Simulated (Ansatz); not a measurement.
# Pt: substituted relatives

One table from this session's results is given with a row withheld; the runs are named, their logs left out.

The COD entry's cell or inner coordinates are ideal or old and differ from later refinements, so a difference from it is no clean test against experiment.

Method: DFT PBEsol, scalar-relativistic, plane waves, PAW, in Ansatz 0.2.0.

1 further run of the same task is left out (set aside as unsound or not needed).

### Starting point

The structure is cubic, space group Fm-3m (No. 225). The conventional cell has a = 3.918 Å, b = 3.918 Å, c = 3.918 Å, α = 90.00°, β = 90.00°, γ = 90.00°. Pt (site symmetry m-3m) is surrounded by 12 Pt at 2.77 Å.

Coordinates:

```cif
data_structure
_symmetry_space_group_name_H-M 'P 1'
_symmetry_Int_Tables_number 1
_cell_length_a 2.7705
_cell_length_b 2.7705
_cell_length_c 2.7705
_cell_angle_alpha 60.000
_cell_angle_beta 60.000
_cell_angle_gamma 60.000
_cell_volume 15.04
loop_
_atom_site_label
_atom_site_type_symbol
_atom_site_fract_x
_atom_site_fract_y
_atom_site_fract_z
_atom_site_occupancy
Pt1 Pt 0.00000 0.00000 0.00000 1
```

It is the result of an earlier relaxation at this level (volume 15.04 Å³/atom; gap on the mesh: none (metal)).

The first run:

Contents of input.yaml:

```yaml
crystal:
  lattice:
    - [0.0, 2.007552599, 2.007552599]
    - [2.007552599, 0.0, 2.007552599]
    - [2.007552599, 2.007552599, 0.0]
  atoms:
    - { symbol: Ir, position: [0.0, 0.0, 0.0] }
basis:
  ecutwfc: 420
kpoints:
  mp_grid: { grid: [8, 8, 8] }
hamiltonian:
  xc: pbesol
scf:
  occupations: { method: gaussian, width: 0.1 }
output:
  forces: true
  stress: true
  eigenvalues: true
```

On the command line:

```bash
ansatz run input.yaml --threads 1 --pin off --max-ram 2560MiB --backend cpu --events-out ev --progress --plain --runs-dir out
```

Among the steps run: Quick check of gap, pressure and forces (Ir); Coarse relaxation (Ir); Relaxing cell and atoms (Ir); A first look at the start (Ni); Coarse relaxation (Ni); The relaxation (Ni).

One of the session's tables, all rows but one given; the rest of the session is left out.

It belongs to the step «The crystals compared». Lengths are those of the vectors of the cell that was run:

| swap | volume (Å³/atom) | a (Å) | b (Å) | c (Å) |
| --- | --- | --- | --- | --- |
| none | 15.04 | 2.770 | 2.770 | 2.770 |
| Pt → Pd | 14.55 | 2.740 | 2.740 | 2.740 |
| Pt → Au | 17.03 | 2.888 | 2.888 | 2.888 |
| Pt → Ir | ? | ? | ? | ? |
| Pt → Ni | 10.38 | 2.449 | 2.449 | 2.449 |

**Question.** Estimate the row for Pt → Ir.

The run gave: volume (Å³/atom): 14.05; a (Å): 2.708; b (Å): 2.708; c (Å): 2.708. In the column «volume (Å³/atom)» it lies between Pt → Ni (10.38) and Pt → Pd (14.55).

Lengths are those of the computed cell. Rows of earlier swaps come from the sessions before.
